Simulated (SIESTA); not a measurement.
Runs of SIESTA 5.4.2 on I. Symmetry: Cmce, No. 64, orthorhombic system. Conventional cell: a = 7.270 Å, b = 4.790 Å, c = 9.793 Å, α = 90.00°, β = 90.00°, γ = 90.00°. I (site symmetry m) is surrounded by 1 I at 2.68 Å. 

| task | level | potentials or basis | gap on the mesh (eV) | pressure (GPa) | V0 of scaled cells (Å³/atom) | B0 (GPa) | largest force (eV/Å) |
| --- | --- | --- | --- | --- | --- | --- | --- |
| band structure | LDA | PseudoDojo 0.4 standard (LDA files), DZP (energy shift 0.003 Ry) | 1.08 | -0.6 | - | - | 1.28 |
| equation of state | LDA | PseudoDojo 0.4 standard (LDA files), DZP (energy shift 0.003 Ry) | - | - | 41.73 | (a) | - |
| band structure | AM05 | PseudoDojo 0.4 standard (PBEsol files), DZP (energy shift 0.003 Ry) | 1.15 | 1.2 | - | - | (c) |
| band structure | vdW-DF-cx | PseudoDojo 0.4 standard (PBE files), DZP (energy shift 0.003 Ry) | 1.18 | 0.9 | - | - | (d) |
| equation of state | PBEsol | PseudoDojo 0.4 standard (PBEsol files), DZP (energy shift 0.003 Ry) | - | - | 43.27 | 26 | - |
| band structure | PBEsol | PseudoDojo 0.4 standard (PBEsol files), DZP (energy shift 0.003 Ry) | 1.13 | 0.4 | - | - | 1.28 |
| band structure | BLYP | PseudoDojo 0.4 standard (PBE files), DZP (energy shift 0.003 Ry) | 1.21 | 4.4 | - | - | 1.66 |
| single point | PBE | PseudoDojo 0.4 standard (PBE files), DZP (energy shift 0.003 Ry) | 1.18 | (b) | - | - | 1.38 |

Alike in all rows: no spin polarisation; cell as given; k mesh 7 × 7 × 3; smearing fermi-dirac 0.05 eV; grid cutoff 500 Ry; energy shift 0.003 Ry.

Task: Estimate the missing entries.

Result: (a) 30; (b) 2.2; (c) 1.17; (d) 1.46.

Caveats: the basis of atomic orbitals isn't converged, which shifts pressures, moduli and gaps; spin-orbit coupling is left out, which moves the levels of the heavy elements (some runs); forces of over 1 eV/Å show positions far from the minimum, so gaps and moduli don't describe the material at rest (some runs); the potentials were made for another functional, which shifts forces and pressure (some runs); the cell was scaled at fixed shape and fractional positions, which overstates the stiffness of a crystal with free parameters, most of all of layers and chains (some runs); an odd mesh through Γ misses points on the zone boundary, where band edges often lie (some runs).

A k mesh can miss the band edges, and the runs leave out spin-orbit coupling on I.

Not every run made on this cell is shown here.
